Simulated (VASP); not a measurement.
# SiC (Moissanite 3C) (F-43m) in VASP: notebook

Runs on SiC (Moissanite 3C). Level: r2SCAN. Tasks: equation of state, phonons.

Program: VASP 6.6.1. These are calculated values, not measurements. Logs are shortened: lines on timing, memory, paths and dates and some standing lists are left out, and cuts for length are marked.

### Step 1. The crystal as given

Symmetry: F-43m, No. 216, cubic system. The conventional cell has a = 4.358 Å, b = 4.358 Å, c = 4.358 Å, α = 90.00°, β = 90.00°, γ = 90.00°. Si (site symmetry -43m) has 4 C at 1.89 Å as nearest neighbours. C (site symmetry -43m) has 4 Si at 1.89 Å as nearest neighbours.

### Step 2. Equation of state, r2SCAN, 9.73 Å³/atom (volume scaled by 0.94)

INCAR reads:

```
SYSTEM = SiC
PREC = Accurate
ENCUT = 520
EDIFF = 1E-6
ISMEAR = -1
SIGMA = 0.05
LREAL = .FALSE.
LASPH = .TRUE.
NELM = 80
ALGO = Normal
ISIF = 2
LWAVE = .FALSE.
LCHARG = .FALSE.
METAGGA = R2SCAN
LMIXTAU = .TRUE.
```

KPOINTS reads:

```
regular mesh
0
G
  10 10 10
  0 0 0
```

POSCAR reads:

```
SiC
1.0
    0.0000000000      2.1345181309      2.1345181309
    2.1345181309      0.0000000000      2.1345181309
    2.1345181309      2.1345181309      0.0000000000
Si C
1 1
Direct
    0.0000000000      0.0000000000      0.0000000000
    0.7500000000      0.7500000000      0.7500000000
```

Potentials or basis: VASP PAW PBE potentials, release 64 (Si, C).

The run is started by

```
cat potpaw_PBE.64/Si/POTCAR potpaw_PBE.64/C/POTCAR > POTCAR
mpirun -np 1 vasp_std > vasp.out
```

OUTCAR:

```text
SYSTEM = SiC
   PREC = Accurate
   ENCUT = 520
   EDIFF = 1E-6
   ISMEAR = -1
   LREAL = .FALSE.
   LASPH = .TRUE.
   NELM = 80
   ISIF = 2
   METAGGA = R2SCAN

 Found     47 irreducible k-points:

 Following reciprocal coordinates:
            Coordinates               Weight
  0.000000  0.000000  0.000000      1.000000
  0.100000  0.000000  0.000000      8.000000
  0.200000  0.000000  0.000000      8.000000
  0.300000  0.000000  0.000000      8.000000
  0.400000  0.000000  0.000000      8.000000
  0.500000  0.000000  0.000000      4.000000
   k-points           NKPTS =     47   k-points in BZ     NKDIM =     47   number of bands    NBANDS=      8
   number of dos      NEDOS =    301   number of ions     NIONS =      2
   total plane-waves  NPLWV =  13824
   dimension x,y,z NGX =    24 NGY =   24 NGZ =   24
   dimension x,y,z NGXF=    48 NGYF=   48 NGZF=   48
   ions per type =               1   1
   NGX,Y,Z   is equivalent  to a cutoff of  13.22, 13.22, 13.22 a.u.
   NGXF,Y,Z  is equivalent  to a cutoff of  26.43, 26.43, 26.43 a.u.
 SYSTEM =  SiC
   PREC   = accura    normal or accurate (medium, high low for compatibility)
   ISTART =      0    job   : 0-new  1-cont  2-samecut
   ICHARG =      2    charge: 1-file 2-atom 10-const
   ISPIN  =      1    spin polarized calculation?
   LNONCOLLINEAR =      F non collinear calculations
   LSORBIT =      F    spin-orbit coupling
   LASPH  =      T    aspherical Exc in radial PAW
   ENCUT  =  520.0 eV  38.22 Ry    6.18 a.u.   5.61  5.61  5.61*2*pi/ulx,y,z
   NELM   =     80;   NELMIN=  2; NELMDL= -5     # of ELM steps
   EDIFF  = 0.1E-05   stopping-criterion for ELM
   LREAL  =      F    real-space projection
   EDIFFG = 0.1E-04   stopping-criterion for IOM
   NSW    =      0    number of steps for IOM
   IBRION =     -1    ionic relax: 0-MD 1-quasi-New 2-CG
   NFREE  =      0    steps in history (QN), initial steepest desc. (CG)
   ISIF   =      2    stress and relaxation
   ISYM   =      2    0-nonsym 1-usesym 2-fastsym
   POTIM  = 0.5000    time-step for ionic-motion
   TEBEG  =    0.0;   TEEND  =   0.0 temperature during run
   PSTRESS=    0.0 pullay stress
   NELECT =       8.0000    total number of electrons
   NUPDOWN=      -1.0000    fix difference up-down
   EMIN   =  10.00;   EMAX   =-10.00  energy-range for DOS
   EFERMI =   0.00;   METHOD = LEGACY
   ISMEAR =    -1;   SIGMA  =   0.05  broadening in eV -4-tet -1-fermi 0-gaus
   EFERMI_NEDOS =   21; number of points for ismear=-14 and -15
   IALGO  =     38    algorithm
   IMIX   =      4    mixing-type and parameters
     AMIX     =   0.40;   BMIX     =  1.00
     AMIX_MAG =   1.60;   BMIX_MAG =  1.00
  volume/ion in A,a.u.               =       9.73        65.63
  Fermi-wavevector in a.u.,A,eV,Ry     =   1.217479  2.300703 20.167321  1.482256
  Thomas-Fermi vector in A             =   2.352798
   LORBIT       =      0    0 simple, 1 ext, 2 COOP (PROOUT), +10 PAW based schemes
   METAGGA = R2SCAN    functional components
   LHFCALC =     F    Hartree Fock is set to
   AEXX    =    0.0000 exact exchange contribution
   IVDW    =     0    specifies the selected vdW correction
   LEPSILON=     F    determine dielectric tensor
   LRPA    =     F    only Hartree local field effects (RPA)
 non-spin polarized calculation
  energy-cutoff  :      520.00
  volume of cell :       19.45
 maximum number of plane-waves:       544
   NGX = 11   NGY = 11   NGZ = 11

 number of electron       7.9999999 magnetization

 Free energy of the ion-electron system (eV)
  ---------------------------------------------------
  ext. energy  EPLUGINS =         0.00000000
  ---------------------------------------------------
  free energy    TOTEN  =       -19.27202532 eV

  energy without entropy =      -19.27202532  energy(sigma->0) =      -19.27202532

 E-fermi :   9.5441     XC(G=0): -12.2140

 val. band max:        8.6875331158   @ k =   0.0000   0.0000   0.0000
 cond. band min:      10.3703116402   @ k =   0.5000   0.5000   0.0000
 fundamental gap:      1.6827785244
 Fermi energy:         9.5441123171

 k-point     1 :       0.0000    0.0000    0.0000
  band No.  band energies     occupation
      1      -7.9926      2.00000
      2       8.6875      2.00000
      3       8.6875      2.00000
      4       8.6875      2.00000
      5      16.3059      0.00000
      6      17.0132      0.00000
      7      17.0132      0.00000
      8      17.0132      0.00000

 k-point     2 :       0.1000    0.0000    0.0000
  band No.  band energies     occupation
      1      -7.7801      2.00000
      2       7.6299      2.00000
      3       8.5466      2.00000
      4       8.5466      2.00000
      5      16.4359      0.00000
      6      17.2813      0.00000
      7      17.2813      0.00000
      8      17.4736      0.00000

 k-point     3 :       0.2000    0.0000    0.0000
  band No.  band energies     occupation
      1      -7.1524      2.00000
      2       5.3622      2.00000
      3       8.2216      2.00000
      4       8.2216      2.00000
      5      16.0602      0.00000
      6      17.6439      0.00000
      7      17.6439      0.00000
      8      18.8663      0.00000

 k-point     4 :       0.3000    0.0000    0.0000
  band No.  band energies     occupation
      1      -6.1494      2.00000
      2       2.8648      2.00000
      3       7.8852      2.00000
      4       7.8852      2.00000
      5      15.6470      0.00000
      6      17.3945      0.00000
      7      17.3945      0.00000
      8      19.8454      0.00000

 k-point     5 :       0.4000    0.0000    0.0000
  band No.  band energies     occupation
      1      -4.9129      2.00000
      2       0.6439      2.00000
      3       7.6515      2.00000
      4       7.6515      2.00000
      5      15.3796      0.00000
      6      16.9171      0.00000
      7      16.9171      0.00000
      8      20.0510      0.00000

 k-point     6 :       0.5000    0.0000    0.0000
  band No.  band energies     occupation
      1      -4.1318      2.00000
      2      -0.4773      2.00000
      3       7.5695      2.00000
      4       7.5695      2.00000
      5      15.2906      0.00000
      6      16.7156      0.00000
      7      16.7156      0.00000
      8      20.0207      0.00000

 [... further k-points ...]

------------------------ aborting loop because EDIFF is reached ----------------------------------------

  FORCE on cell =-STRESS in cart. coord.  units (eV):
  Direction    XX          YY          ZZ          XY          YZ          ZX
  --------------------------------------------------------------------------------------
  -------------------------------------------------------------------------------------
  Total        1.8535842      1.8535842      1.8535842     -0.0000000     -0.0000000     -0.0000000
  in kB      152.6839374    152.6839374    152.6839374     -0.0000000     -0.0000000     -0.0000000
  external PRESSURE =     152.6839374 kB  Pullay stress =       0.0000000 kB

 VOLUME and BASIS-vectors are now :
 -----------------------------------------------------------------------------
  energy-cutoff  :      520.00
  volume of cell :       19.45
      direct lattice vectors                 reciprocal lattice vectors
     0.000000000  2.134518131  2.134518131    -0.234244907  0.234244907  0.234244907
     2.134518131  0.000000000  2.134518131     0.234244907 -0.234244907  0.234244907
     2.134518131  2.134518131  0.000000000     0.234244907  0.234244907 -0.234244907

 POSITION                                       TOTAL-FORCE (eV/Angst)
 -----------------------------------------------------------------------------------
      0.00000      0.00000      0.00000         0.000000      0.000000      0.000000
      3.20178      3.20178      3.20178        -0.000000     -0.000000     -0.000000
 -----------------------------------------------------------------------------------
    total drift:                                0.000001      0.000001      0.000001

  FREE ENERGIE OF THE ION-ELECTRON SYSTEM (eV)
  ---------------------------------------------------
  free  energy   TOTEN  =       -19.2720253238 eV

  energy  without entropy=      -19.2720253230  energy(sigma->0) =      -19.27202532
```

OSZICAR:

```text
N       E                     dE             d eps       ncg     rms          rms(c)
DAV:   1    -0.136220223718E+01   -0.13622E+01   -0.43981E+03   768   0.870E+02
DAV:   2    -0.220620037158E+02   -0.20700E+02   -0.19798E+02  1064   0.112E+02
DAV:   3    -0.223885327411E+02   -0.32653E+00   -0.32653E+00   888   0.169E+01
DAV:   4    -0.223893937437E+02   -0.86100E-03   -0.86100E-03  1200   0.879E-01
[... 10 lines left out ...]
DAV:  15    -0.192720370625E+02   -0.29285E-04   -0.24923E-06   904   0.200E-02    0.616E-03
DAV:  16    -0.192720339117E+02    0.31508E-05   -0.11015E-07   416   0.342E-03    0.459E-03
DAV:  17    -0.192720277005E+02    0.62111E-05   -0.16247E-06   456   0.886E-03    0.387E-03
DAV:  18    -0.192720245602E+02    0.31403E-05   -0.10215E-07   400   0.336E-03    0.775E-04
DAV:  19    -0.192720253238E+02   -0.76362E-06   -0.78218E-09   400   0.957E-04
   1 F= -.19272025E+02 E0= -.19272025E+02  d E =-.804142E-09
```

Run time: 19 s. Hardware: 1 thread of Intel Xeon Platinum 8488C (Sapphire Rapids), shared host; peak memory 0.13 GiB.

What came out:

```yaml
Free_energy: -19.2720 eV
Pressure: 15.3 GPa
Band_gap_on_the_k_mesh: 1.68 eV, indirect (least direct gap 5.14 eV)
```

Caveat: the PAW data sets were made with another functional, which shifts forces and pressure a little.

### Step 3. Equation of state, r2SCAN, 9.93 Å³/atom (volume scaled by 0.96)

INCAR reads:

```
PREC = Accurate
ENCUT = 520
EDIFF = 1E-7
ISMEAR = -1
SIGMA = 0.05
LREAL = False
LASPH = True
NELM = 80
ALGO = Normal
ISIF = 2
LWAVE = False
LCHARG = False
METAGGA = R2SCAN
LMIXTAU = True
```

KPOINTS reads:

```
Automatic mesh
0
Gamma
  10 10 10
```

POSCAR reads:

```
SiC
1.0
    0.0000000000      2.1495504440      2.1495504440
    2.1495504440      0.0000000000      2.1495504440
    2.1495504440      2.1495504440      0.0000000000
Si C
1 1
Direct
    0.0000000000      0.0000000000      0.0000000000
    0.7500000000      0.7500000000      0.7500000000
```

Potentials or basis: VASP PAW PBE potentials, release 64 (Si, C).

The run is started by

```
cat potpaw_PBE.64/Si/POTCAR potpaw_PBE.64/C/POTCAR > POTCAR
mpirun -np 1 vasp_std > vasp.out
```

It took 22 s on 1 thread of Intel Xeon Platinum 8488C (Sapphire Rapids), shared host; peak memory 0.13 GiB.

The run converged. Its results:

```
Free energy            : -19.3040 eV
Pressure               : 9.5 GPa
Band gap on the k mesh : 1.70 eV, indirect (least direct gap 5.11 eV)
```

Caveat: the PAW data sets were made with another functional, which shifts forces and pressure a little.

### Step 4. Equation of state, r2SCAN, 10.14 Å³/atom (volume scaled by 0.98)

INCAR reads:

```
SYSTEM = SiC
PREC = Accurate
ENCUT = 520
EDIFF = 1E-6
ISMEAR = -1
SIGMA = 0.05
LREAL = .False.
LASPH = .True.
NELM = 100
ALGO = Normal
ISIF = 2
LWAVE = .False.
LCHARG = .False.
METAGGA = R2SCAN
LMIXTAU = .True.
```

KPOINTS reads:

```
regular mesh
0
Gamma
  10 10 10
  0 0 0
```

POSCAR reads:

```
SiC
1.0
    0.0000000000      2.1643753983      2.1643753983
    2.1643753983      0.0000000000      2.1643753983
    2.1643753983      2.1643753983      0.0000000000
Si C
1 1
Direct
    0.0000000000      0.0000000000      0.0000000000
    0.7500000000      0.7500000000      0.7500000000
```

The run is started by

```
cat potpaw_PBE.64/Si/POTCAR potpaw_PBE.64/C/POTCAR > POTCAR
mpirun -np 1 vasp_std > vasp.out
```

Wall time 19 s (1 thread of Intel Xeon Platinum 8488C (Sapphire Rapids), shared host); peak memory 0.13 GiB.

The run converged. Its results:

* Free energy: -19.3219 eV
* Pressure: 4.3 GPa
* Band gap on the k mesh: 1.71 eV, indirect (least direct gap 5.08 eV)

Caveat: the PAW data sets were made with another functional, which shifts forces and pressure a little.

### Step 5. Equation of state, r2SCAN, 10.55 Å³/atom (volume scaled by 1.02)

INCAR reads:

```
SYSTEM = SiC
PREC = Accurate ; ENCUT = 520
EDIFF = 1E-6 ; ISMEAR = -1
SIGMA = 0.05 ; LREAL = .FALSE.
LASPH = .TRUE. ; NELM = 80
ALGO = Normal ; ISIF = 2
LWAVE = .FALSE. ; LCHARG = .FALSE.
METAGGA = R2SCAN ; LMIXTAU = .TRUE.
```

KPOINTS reads:

```
Automatic mesh
0
G
  10 10 10
  0 0 0
```

POSCAR reads:

```
SiC
1.0
    0.0000000000      2.1934308841      2.1934308841
    2.1934308841      0.0000000000      2.1934308841
    2.1934308841      2.1934308841      0.0000000000
Si C
1 1
Direct
    0.0000000000      0.0000000000      0.0000000000
    0.7500000000      0.7500000000      0.7500000000
```

The run is started by

```
cat potpaw_PBE.64/Si/POTCAR potpaw_PBE.64/C/POTCAR > POTCAR
mpirun -np 1 vasp_std > vasp.out
```

Wall time 19 s (1 thread of Intel Xeon Platinum 8488C (Sapphire Rapids), shared host); peak memory 0.13 GiB.

Results (log left out):

```
Free energy            : -19.3203 eV
Pressure               : -4.7 GPa
Band gap on the k mesh : 1.74 eV, indirect (least direct gap 5.03 eV)
```

Caveat: the PAW data sets were made with another functional, which shifts forces and pressure a little.

### Step 6. Equation of state, r2SCAN, 10.76 Å³/atom (volume scaled by 1.04)

INCAR reads:

```
SYSTEM = SiC
ALGO = Normal
EDIFF = 1E-6
ENCUT = 520
ISIF = 2
ISMEAR = -1
LASPH = .True.
LCHARG = .False.
LMIXTAU = .True.
LREAL = .False.
LWAVE = .False.
METAGGA = R2SCAN
NELM = 60
PREC = Accurate
SIGMA = 0.05
```

KPOINTS reads:

```
k-points
0
Gamma
  10 10 10
  0 0 0
```

POSCAR reads:

```
SiC
1.0
    0.0000000000      2.2076743409      2.2076743409
    2.2076743409      0.0000000000      2.2076743409
    2.2076743409      2.2076743409      0.0000000000
Si C
1 1
Direct
    0.0000000000      0.0000000000      0.0000000000
    0.7500000000      0.7500000000      0.7500000000
```

Potentials or basis: VASP PAW PBE potentials, release 64 (Si, C).

The run is started by

```
cat potpaw_PBE.64/Si/POTCAR potpaw_PBE.64/C/POTCAR > POTCAR
mpirun -np 1 vasp_std > vasp.out
```

Wall time 20 s (1 thread of Intel Xeon Platinum 8488C (Sapphire Rapids), shared host); peak memory 0.13 GiB.

It converged, with:

| Item | Value |
| --- | --- |
| Free energy | -19.3031 eV |
| Pressure | -8.6 GPa |
| Band gap on the k mesh | 1.75 eV, indirect (least direct gap 5.01 eV) |

Caveat: the PAW data sets were made with another functional, which shifts forces and pressure a little.

### Step 7. Equation of state, r2SCAN, 10.97 Å³/atom (volume scaled by 1.06)

INCAR reads:

```
PREC     = Accurate       # precision mode
ENCUT    = 520            # plane-wave cutoff, eV
EDIFF    = 1E-6           # SCF threshold, eV
ISMEAR   = -1             # smearing method
SIGMA    = 0.05           # smearing width, eV
LREAL    = False          # projectors in reciprocal space
LASPH    = True           # aspherical terms in the spheres
NELM     = 100            # most SCF steps
ALGO     = Normal         # electronic algorithm
ISIF     = 2              # what is computed and relaxed
LWAVE    = False          # write WAVECAR
LCHARG   = False          # write CHGCAR
METAGGA  = R2SCAN         # meta-GGA
LMIXTAU  = True
```

KPOINTS reads:

```
Automatic mesh
0
Gamma
  10 10 10
```

POSCAR reads:

```
SiC
1.0
    0.0000000000      2.2217363401      2.2217363401
    2.2217363401      0.0000000000      2.2217363401
    2.2217363401      2.2217363401      0.0000000000
Si C
1 1
Direct
    0.0000000000      0.0000000000      0.0000000000
    0.7500000000      0.7500000000      0.7500000000
```

The run is started by

```
cat potpaw_PBE.64/Si/POTCAR potpaw_PBE.64/C/POTCAR > POTCAR
mpirun -np 1 vasp_std > vasp.out
```

Wall time 20 s (1 thread of Intel Xeon Platinum 8488C (Sapphire Rapids), shared host); peak memory 0.14 GiB.

Results (log left out):

- Free energy: -19.2763 eV
- Pressure: -12.2 GPa
- Band gap on the k mesh: 1.76 eV, indirect (least direct gap 4.98 eV)

Caveat: the PAW data sets were made with another functional, which shifts forces and pressure a little.

[end of part 1 of 2]
